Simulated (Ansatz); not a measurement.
HfN:

```
CELL_PARAMETERS angstrom
0.00000 2.25600 2.25600
2.25600 0.00000 2.25600
2.25600 2.25600 0.00000
ATOMIC_POSITIONS crystal
Hf 0.00000 0.00000 0.00000
N 0.50000 0.50000 0.50000
```

Base run:

| Quantity | Value |
| --- | --- |
| Program | Ansatz 0.2.0 |
| Functional | PBE |
| Potentials or basis | Ansatz PAW |
| Cutoff | 420 eV |
| Density cutoff | 1680 eV |
| k mesh | 10 × 10 × 10 |
| Occupations | fermi-dirac, width 0.05 eV |
| Spin | no spin polarisation |

Its results: band gap on the k mesh none (metal or under the smearing width); pressure 6.6 GPa.

Problem. The run is repeated on the same cell with these changes: functional from PBE to RPBE. What comes out?

Solution. Band gap on the k mesh none (metal or under the smearing width); pressure 11.3 GPa.

RPBE binds less tightly than PBE, so the same cell stands under more pressure.

Caveats: the potentials were made for another functional, which shifts forces and pressure (some runs); the PAW data sets come from PBE, with cores solved anew for the run's functional, which leaves a small shift of forces and pressure (some runs).

Not every run made on this cell is shown here.
